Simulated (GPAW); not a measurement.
Here is a GPAW 26.7.0 calculation.

Contents of run.py:

```python
from ase.dft.bandgap import bandgap
from ase.io import read, write
from ase.units import GPa
from gpaw import GPAW, PW

atoms = read('MoSe2.cif')

calc = GPAW(mode=PW(600),
            xc='PBE',
            kpts={'size': (7, 7, 2), 'gamma': True},
            occupations={'name': 'fermi-dirac', 'width': 0.05},
            nbands=46,
            convergence={'density': 1e-05, 'energy': 1e-05},
            maxiter=100,
            txt='gpaw.txt')
atoms.calc = calc
energy = atoms.get_potential_energy()
forces = atoms.get_forces()
stress = atoms.get_stress()
calc.write('gs.gpw')
write('result.traj', atoms)
print(f'Energy: {energy:.6f} eV')
print('Forces (eV/A):')
print(forces.round(4))
print('Stress (GPa):', (stress / GPa).round(3))
print('Fermi level:', round(calc.get_fermi_level(), 4), 'eV')
print(f'Gap: {bandgap(calc)[0]:.4f} eV, direct: {bandgap(calc, direct=True)[0]:.4f} eV')
```

File MoSe2.cif:

```cif
data_MoSe2
_cell_length_a 3.28800000
_cell_length_b 3.28800000
_cell_length_c 12.90000000
_cell_angle_alpha 90.00000000
_cell_angle_beta 90.00000000
_cell_angle_gamma 120.00000000
_space_group_name_H-M_alt 'P6_3/mmc'
_space_group_name_Hall '-P 6c 2c'
_space_group_IT_number 194
loop_
_space_group_symop_operation_xyz
'x,y,z'
'-x,-y,-z'
'x-y,x,z+1/2'
'-x+y,-x,-z+1/2'
'-y,x-y,z'
'y,-x+y,-z'
'-x,-y,z+1/2'
'x,y,-z+1/2'
'-x+y,-x,z'
'x-y,x,-z'
'y,-x+y,z+1/2'
'-y,x-y,-z+1/2'
'-y,-x,-z+1/2'
'y,x,z+1/2'
'-x,-x+y,-z'
'x,x-y,z'
'-x+y,y,-z+1/2'
'x-y,-y,z+1/2'
'y,x,-z'
'-y,-x,z'
'x,x-y,-z+1/2'
'-x,-x+y,z+1/2'
'x-y,-y,-z'
'-x+y,y,z'
loop_
_atom_site_label
_atom_site_type_symbol
_atom_site_symmetry_multiplicity
_atom_site_Wyckoff_symbol
_atom_site_fract_x
_atom_site_fract_y
_atom_site_fract_z
_atom_site_occupancy
Mo1 Mo 2 c 0.6666666667 0.3333333333 0.7500000000 1
Se1 Se 4 f 0.6666666667 0.3333333333 0.3750000000 1
```

Potentials or basis: GPAW PAW data sets (gpaw-data 1.2.1), pw.

The run is started by

```bash
$ OMP_NUM_THREADS=1 python run.py
```

Question: Predict the band gap on the k mesh.

Answer: 1.02 eV, indirect (least direct gap 1.74 eV).

Question: Estimate the largest force.

Answer: 1.099 eV/Å.

Question: Predict the pressure.

Answer: 8.0 GPa.

Forces on the atoms (eV/Å):
```
Mo   0.000  0.000  0.000
Mo   0.000  0.000  0.000
Se   0.000  0.000  1.099
Se   0.000  0.000 -1.099
Se   0.000  0.000  1.099
Se   0.000  0.000 -1.099
```

Caveat: an odd mesh through Γ misses points on the zone boundary, where band edges often lie; the cell's inner coordinates are idealised or old, which leaves forces on the atoms; this functional lacks dispersion, which binds the layers, so the pressure and a relaxed spacing across them are unreliable. Expect the measured gap to be larger: semilocal functionals such as PBE lack the derivative discontinuity.
